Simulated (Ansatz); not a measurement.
**GaAs: single point with PBE**

**Experimental background.**

“Evidence of valence band perturbations in GaAsN/GaAs(001): A combined variable-angle spectroscopic ellipsometry and modulated photoreflectance investigation”, 2008, arxiv:0805.2212 reports, for a bulk crystal of GaAs at 300 K: band gap 1.418 ± 0.005 eV (direct).

Crystal: GaAs.

```
As Ga
1.0
     0.00000    2.82685    2.82685
     2.82685    0.00000    2.82685
     2.82685    2.82685    0.00000
As Ga
1 1
Cartesian
  4.2403 4.2403 4.2403
  0.0000 0.0000 0.0000
```

```json
{
 "Program": "Ansatz 0.2.0",
 "Task": "single point",
 "Functional": "PBE",
 "Potentials or basis": "all-electron LAPW, scalar-relativistic",
 "Cutoff": "316 eV (chosen from the basis error)",
 "Basis error allowed": "0.001 eV/atom",
 "k mesh": "8 × 8 × 8",
 "Occupations": "gaussian, width 0.026 eV",
 "Spin": "no spin polarisation"
}
```

- Pressure: 3.3 GPa
- Band gap on the k mesh: 0.52 eV, direct

Levels at points of the mesh, in eV from the valence-band top:
```
             k point  band 18  band 19  band 20  band 21  band 22  band 23  band 24  band 25  band 26  band 27
  (0.00, 0.00, 0.00)   -14.70   -12.73     0.00     0.00     0.00     0.52     3.74     3.74     3.74     7.60
 (0.00, 0.00, -0.50)   -14.70   -10.96    -6.63    -1.14    -1.14     1.01     4.65     4.65     7.76    10.41
(0.00, -0.50, -0.50)   -14.69   -10.23    -6.81    -2.67    -2.67     1.47     1.66    10.18    10.18    10.98
```

It took 15 s on 1 thread of Arm Neoverse V1, on a shared host, peak memory 0.29 GiB.

A measured gap of GaAs is 1.418 eV (direct; 300 K; “Evidence of valence band perturbations in GaAsN/GaAs(001): A combined variable-angle spectroscopic ellipsometry and modulated photoreflectance investigation”, 2008, arxiv:0805.2212); the calculated 0.52 eV misses it by -0.90 eV. 3 values of this kind are on record (1.412 to 1.51 eV); this one was drawn at random among those near their median, those with a stated uncertainty first. Spin-orbit coupling on As, Ga is left out. The value is that of PBE on a finite k mesh, which can miss the band edges, without temperature or zero-point motion. Semilocal functionals fall short of measured gaps as a rule.
